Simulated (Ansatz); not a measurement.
# Ni₃Ge: pressure against volume

Ni₃Ge, Pm-3m, a = 3.525 Å. The structure is a Materials Project entry; whether it is the stable form wasn't checked. Ansatz: PBEsol, PAW, 420 eV, Γ-centred 12×12×12 mesh on 4 atoms, Gaussian smearing 0.10 eV; no spin polarisation. Symmetry fixes shape and atoms, so the cell is only scaled; pressure is positive in compression.

| V (Å³/atom) | P (GPa) |
| --- | --- |
| 10.292 | 15.72 |
| 10.621 | ? |
| 10.949 | 0.01 |
| 11.278 | -6.01 |
| 11.606 | -11.06 |

Problem. Take V0 = 10.949 Å³/atom, count pressures from its P0 = 0.01 GPa, fit the third-order Birch–Murnaghan form to the other rows, and predict the missing pressure.

Solution. With the Eulerian strain f = ½[(V0/V)^(2/3) − 1] and y = (P − P0)/[3f(1 + 2f)^(5/2)], the form is the line y = B0 + 1.5 B0 (B0′ − 4) f. Rows (f, y): 0.02106, 224.3; -0.00977, 215.8; -0.01905, 213.5. Means f = -0.002587, y = 217.87; Σ(Δf)² = 0.0008818, ΣΔfΔy = 0.2389; the slope is their ratio. y = 218.6 + 270.9 f GPa, so B0 = 218.6 GPa and B0′ = 4 + 2 × (270.9)/(3 × 218.6) = 4.83. At V = 10.621, f = 0.01024, y = 221.37 and P = 7.16 GPa. The run gave 7.18 GPa, so the fit is 0.02 GPa too low, a small miss on the scale of the series.